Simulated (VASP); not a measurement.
A run of VASP 6.6.1 is set up as follows.

The input INCAR:

```
SYSTEM = Al2Cu
PREC = Accurate ; ENCUT = 520
EDIFF = 1E-7 ; ISMEAR = -1
SIGMA = 0.05 ; LREAL = .FALSE.
LASPH = .TRUE. ; NELM = 80
ALGO = Normal ; ISIF = 2
LWAVE = .FALSE. ; LCHARG = .FALSE.
GGA = PS ; NBANDS = 16
```

Contents of KPOINTS:

```
regular mesh
0
G
  7 7 9
  0 0 0
```

File POSCAR:

```
Al2Cu
1.0
    4.1051820000      0.0000000000      0.0000000000
    0.0000000000      4.1051820000      0.0000000000
    0.0000000000      0.0000000000      2.8913130000
Cu Al
1 2
Direct
    0.0000000000      0.0000000000      0.0000000000
    0.0000000000      0.5000000000      0.5000000000
    0.5000000000      0.0000000000      0.5000000000
```

Potentials or basis: VASP PAW PBE potentials, release 64 (Cu, Al).

Launch:

```sh
$ cat potpaw_PBE.64/Cu/POTCAR potpaw_PBE.64/Al/POTCAR > POTCAR
$ mpirun -np 1 vasp_std > vasp.out
```

Task: Estimate the pressure.

Result: -2.1 GPa.

Task: What does it give for the band gap on the k mesh?

Result: None (metal or under the smearing width).

Stress tensor (GPa, compression positive):
```
-1.65  0.00  0.00
 0.00 -1.65  0.00
 0.00  0.00 -3.00
```

Caveat: the PAW data sets were made with another functional, which shifts forces and pressure a little.
